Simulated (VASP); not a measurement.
# TaN (P6_3/mmc) in VASP: further runs, part 2 of 2

VASP 6.6.1. Earlier steps stand in the parts before.

### Step 4. Band structure, r2SCAN, spin-orbit coupling, no magnetisation

File INCAR:

```
  PREC = Accurate
  ENCUT = 520
  EDIFF = 1E-6
  ISMEAR = -1
  SIGMA = 0.05
  LREAL = F
  LASPH = T
  NELM = 100
  ALGO = Normal
  ISIF = 2
  LWAVE = F
  LCHARG = F
  MAGMOM = 0 0 0 0 0 0 0 0 0 0 0 0
  LORBIT = 11
  LSORBIT = T
  GGA_COMPAT = F
  LMAXMIX = 4
  METAGGA = R2SCAN
  LMIXTAU = T
```

File KPOINTS:

```
Automatic mesh
0
Gamma
  7 7 4
```

File POSCAR:

```
TaN
1.0
    2.9217699809      0.0000000000      0.0000000000
   -1.4608849905      2.5303270275      0.0000000000
    0.0000000000      0.0000000000      5.9165150000
Ta N
2 2
Direct
    0.0000000000      0.0000000000      0.5000000000
    0.0000000000      0.0000000000      0.0000000000
    0.3333333333      0.6666666667      0.2500000000
    0.6666666667      0.3333333333      0.7500000000
```

File KPOINTS_OPT:

```
path GMKGALHA,LM,KH
10
line-mode
reciprocal
 0.0000000000  0.0000000000  0.0000000000  G
 0.5000000000  0.0000000000  0.0000000000  M

 0.5000000000  0.0000000000  0.0000000000  M
 0.3333333333  0.3333333333  0.0000000000  K

 0.3333333333  0.3333333333  0.0000000000  K
 0.0000000000  0.0000000000  0.0000000000  G

 0.0000000000  0.0000000000  0.0000000000  G
 0.0000000000  0.0000000000  0.5000000000  A

 0.0000000000  0.0000000000  0.5000000000  A
 0.5000000000  0.0000000000  0.5000000000  L

 0.5000000000  0.0000000000  0.5000000000  L
 0.3333333333  0.3333333333  0.5000000000  H

 0.3333333333  0.3333333333  0.5000000000  H
 0.0000000000  0.0000000000  0.5000000000  A

 0.5000000000  0.0000000000  0.5000000000  L
 0.5000000000  0.0000000000  0.0000000000  M

 0.3333333333  0.3333333333  0.0000000000  K
 0.3333333333  0.3333333333  0.5000000000  H
```

Potentials or basis: VASP PAW PBE potentials, release 64 (Ta_pv, N).

The run is started by

```console
> cat potpaw_PBE.64/Ta_pv/POTCAR potpaw_PBE.64/N/POTCAR > POTCAR
> mpirun -np 1 vasp_ncl > vasp.out
```

OUTCAR:

```text
PREC = Accurate
   ENCUT = 520
   EDIFF = 1E-6
   ISMEAR = -1
   LREAL = F
   LASPH = T
   NELM = 100
   ISIF = 2
   LORBIT = 11
   LSORBIT = T
   METAGGA = R2SCAN

 ion  position               nearest neighbor table
   1  0.000  0.000  0.500-   3 2.24   4 2.24   4 2.24   3 2.24   4 2.24   3 2.24   2 2.96   2 2.96

   2  0.000  0.000  0.000-   3 2.24   4 2.24   4 2.24   3 2.24   4 2.24   3 2.24   1 2.96   1 2.96

   3  0.333  0.667  0.250-   1 2.24   2 2.24   1 2.24   2 2.24   1 2.24   2 2.24
   4  0.667  0.333  0.750-   1 2.24   2 2.24   1 2.24   2 2.24   1 2.24   2 2.24

  LATTYP: Found a hexagonal cell.
 ALAT       =     2.9217699809
 C/A-ratio  =     2.0249763119

  Lattice vectors:

 A1 = (   2.9217699809,   0.0000000000,   0.0000000000)
 A2 = (  -1.4608849905,   2.5303270275,   0.0000000000)
 A3 = (   0.0000000000,   0.0000000000,   5.9165150000)

Analysis of symmetry for initial positions (statically):
=====================================================================
 Subroutine PRICEL returns:
 Original cell was already a primitive cell.

 Routine SETGRP: Setting up the symmetry group for a
 hexagonal supercell.

 Subroutine GETGRP returns: Found 24 space group operations
 (whereof 12 operations were pure point group operations)
 out of a pool of 24 trial point group operations.

The static configuration has the point symmetry D_3d.
 The point group associated with its full space group is D_6h.

Analysis of symmetry for dynamics (positions and initial velocities):
=====================================================================
 Subroutine PRICEL returns:
 Original cell was already a primitive cell.

 Routine SETGRP: Setting up the symmetry group for a
 hexagonal supercell.

 Subroutine GETGRP returns: Found 24 space group operations
 (whereof 12 operations were pure point group operations)
 out of a pool of 24 trial point group operations.

The dynamic configuration has the point symmetry D_3d.
 The point group associated with its full space group is D_6h.

Analysis of structural, dynamic, and magnetic symmetry:
=====================================================================
 Subroutine PRICEL returns:
 Original cell was already a primitive cell.

 Routine SETGRP: Setting up the symmetry group for a
 hexagonal supercell.

 Subroutine GETGRP returns: Found 24 space group operations
 (whereof 12 operations were pure point group operations)
 out of a pool of 24 trial point group operations.

The overall configuration has the point symmetry D_3d.
 The point group associated with its full space group is D_6h.

 Subroutine INISYM returns: Found 24 space group operations
 (whereof 12 operations are pure point group operations),
 and found     1 'primitive' translations

----------------------------------------------------------------------------------------

                                     Primitive cell

  volume of cell :      43.7410
[... 140 lines left out ...]
  ext. energy  EPLUGINS =         0.00000000
  ---------------------------------------------------
  free energy    TOTEN  =      -120.98832350 eV

  energy without entropy =     -120.97901050  energy(sigma->0) =     -120.98366700

 E-fermi :   7.9954     XC(G=0): -14.2862

 val. band max:        7.9906828154   @ k =   0.1429   0.1429   0.5000
 cond. band min:       8.0905808041   @ k =   0.1429   0.1429   0.2500
 fundamental gap:      0.0998979886
 Fermi energy:         7.9953715832

 k-point     1 :       0.0000    0.0000    0.0000
  band No.  band energies     occupation
      1     -33.4899      1.00000
      2     -33.4899      1.00000
      3     -33.3439      1.00000
      4     -33.3439      1.00000
      5     -26.0964      1.00000
      6     -26.0964      1.00000
[... 1021 lines left out ...]
     39      12.2975      0.00000
     40      12.3024      0.00000

------------------------ aborting loop because EDIFF is reached ----------------------------------------

  FORCE on cell =-STRESS in cart. coord.  units (eV):
  Direction    XX          YY          ZZ          XY          YZ          ZX
  --------------------------------------------------------------------------------------
  -------------------------------------------------------------------------------------
  Total       -1.2787851     -1.2787851     -0.6217180      0.0000000      0.0000000      0.0000000
  in kB      -46.8402812    -46.8402812    -22.7727440      0.0000000      0.0000000      0.0000000
  external PRESSURE =     -38.8177688 kB  Pullay stress =       0.0000000 kB

 VOLUME and BASIS-vectors are now :
 -----------------------------------------------------------------------------
  energy-cutoff  :      520.00
  volume of cell :       43.74
      direct lattice vectors                 reciprocal lattice vectors
     2.921769981  0.000000000  0.000000000     0.342258291  0.197602916  0.000000000
    -1.460884991  2.530327027  0.000000000     0.000000000  0.395205833  0.000000000
     0.000000000  0.000000000  5.916515000     0.000000000  0.000000000  0.169018417

 POSITION                                       TOTAL-FORCE (eV/Angst)
 -----------------------------------------------------------------------------------
      0.00000      0.00000      2.95826         0.000000      0.000000      0.000000
      0.00000      0.00000      0.00000        -0.000000      0.000000      0.000000
     -0.00000      1.68688      1.47913        -0.000000      0.000000      0.000000
      1.46088      0.84344      4.43739         0.000000     -0.000000     -0.000000
 -----------------------------------------------------------------------------------
    total drift:                               -0.000000      0.000000      0.000000

  FREE ENERGIE OF THE ION-ELECTRON SYSTEM (eV)
  ---------------------------------------------------
  free  energy   TOTEN  =      -120.9883234991 eV

  energy  without entropy=     -120.9790104992  energy(sigma->0) =     -120.98366700

 Spin-Orbit-Coupling matrix elements

 Ion:    1  E_soc:     -1.2921878
 l=   1
     0.0000000    -0.1945102    -0.1982244
    -0.1945102     0.0000000    -0.1945102
    -0.1982244    -0.1945102     0.0000000
 l=   2
     0.0000000    -0.0034827     0.0000000    -0.0034827    -0.0223924
    -0.0034827     0.0000000    -0.0096621    -0.0032016    -0.0034827
     0.0000000    -0.0096621     0.0000000    -0.0096621     0.0000000
    -0.0034827    -0.0032016    -0.0096621     0.0000000    -0.0034827
    -0.0223924    -0.0034827     0.0000000    -0.0034827     0.0000000
 l=   3
     0.0000000     0.0000000     0.0000000     0.0000000     0.0000000     0.0000000     0.0000000
     0.0000000     0.0000000     0.0000000     0.0000000     0.0000000     0.0000000     0.0000000
     0.0000000     0.0000000     0.0000000     0.0000000     0.0000000     0.0000000     0.0000000
     0.0000000     0.0000000     0.0000000     0.0000000     0.0000000     0.0000000     0.0000000
[... 49 lines left out ...]
 l=   2
     0.0000000     0.0000000     0.0000000     0.0000000     0.0000000
     0.0000000     0.0000000     0.0000000     0.0000000     0.0000000
     0.0000000     0.0000000     0.0000000     0.0000000     0.0000000
     0.0000000     0.0000000     0.0000000     0.0000000     0.0000000
     0.0000000     0.0000000     0.0000000     0.0000000     0.0000000
 l=   3
     0.0000000     0.0000000     0.0000000     0.0000000     0.0000000     0.0000000     0.0000000
     0.0000000     0.0000000     0.0000000     0.0000000     0.0000000     0.0000000     0.0000000
     0.0000000     0.0000000     0.0000000     0.0000000     0.0000000     0.0000000     0.0000000
     0.0000000     0.0000000     0.0000000     0.0000000     0.0000000     0.0000000     0.0000000
     0.0000000     0.0000000     0.0000000     0.0000000     0.0000000     0.0000000     0.0000000
     0.0000000     0.0000000     0.0000000     0.0000000     0.0000000     0.0000000     0.0000000
     0.0000000     0.0000000     0.0000000     0.0000000     0.0000000     0.0000000     0.0000000

 total charge

# of ion       s       p       d       tot
------------------------------------------
    1        0.298   6.233   2.458   8.989
    2        0.298   6.233   2.458   8.989
    3        1.244   2.502   0.000   3.746
    4        1.244   2.502   0.000   3.746
--------------------------------------------------
tot          3.085  17.470   4.916  25.471

 magnetization (x)

# of ion       s       p       d       tot
------------------------------------------
    1        0.000   0.000  -0.000  -0.000
    2       -0.000  -0.000  -0.000  -0.000
    3        0.000   0.000   0.000   0.000
    4        0.000   0.000   0.000   0.000
--------------------------------------------------
tot          0.000   0.000  -0.000   0.000

 magnetization (y)

# of ion       s       p       d       tot
------------------------------------------
    1        0.000  -0.000   0.000  -0.000
    2        0.000   0.000  -0.000  -0.000
    3       -0.000   0.000   0.000  -0.000
    4        0.000   0.000   0.000   0.000
--------------------------------------------------
tot         -0.000  -0.000  -0.000  -0.000

 magnetization (z)

# of ion       s       p       d       tot
------------------------------------------
    1        0.000   0.000  -0.000  -0.000
    2        0.000   0.000  -0.000  -0.000
    3        0.000   0.000   0.000   0.000
    4        0.000   0.000   0.000   0.000
--------------------------------------------------
tot          0.000   0.000  -0.000  -0.000
```

It took 18 min on 1 thread of AMD EPYC 9R45 (Zen 5), shared host; peak memory 0.36 GiB.

What came out:

| Quantity | Value |
| --- | --- |
| Free energy | -120.9883 eV |
| Pressure | -3.9 GPa |
| Valence electrons inside the program's atomic spheres | Ta 8.99; N 3.75 |

Caveat: the PAW data sets were made with another functional, which shifts forces and pressure a little.

### Step 5. The reference run

An earlier run on the cell as given: functional PBE; potentials or basis VASP PAW PBE potentials, release 64 (Ta_pv, N); cutoff 520 eV; k mesh 10 × 10 × 5; occupations fermi-dirac, width 0.05 eV; no spin polarisation.

- Pressure: -0.4 GPa
- Band gap on the k mesh: none (metal or under the smearing width)

### Step 6. Summary

```tsv
task	level	spin	k mesh	smearing	mesh quality	pressure (GPa)
Wannier functions by SCDM	PBE	off	5 × 5 × 3	gaussian 0.02 eV	coarse	-
band structure	r2SCAN	off	7 × 7 × 4	fermi-dirac 0.05 eV	not flagged	-4.3
band structure	r2SCAN	SOC, no magnetisation	7 × 7 × 4	fermi-dirac 0.05 eV	not flagged	-3.9
single point	PBE	off	10 × 10 × 5	fermi-dirac 0.05 eV	not flagged	-0.4
```

Alike in all rows: potentials or basis VASP PAW PBE potentials, release 64 (Ta_pv, N); cell as given; cutoff (eV) 520.

Caveats: some runs use coarse meshes; spin-orbit coupling is left out, which moves the levels of the heavy elements (some runs); the PAW data sets were made with another functional, which shifts forces and pressure a little (some runs).

Absolute energies hang on the potentials; compare differences alone.
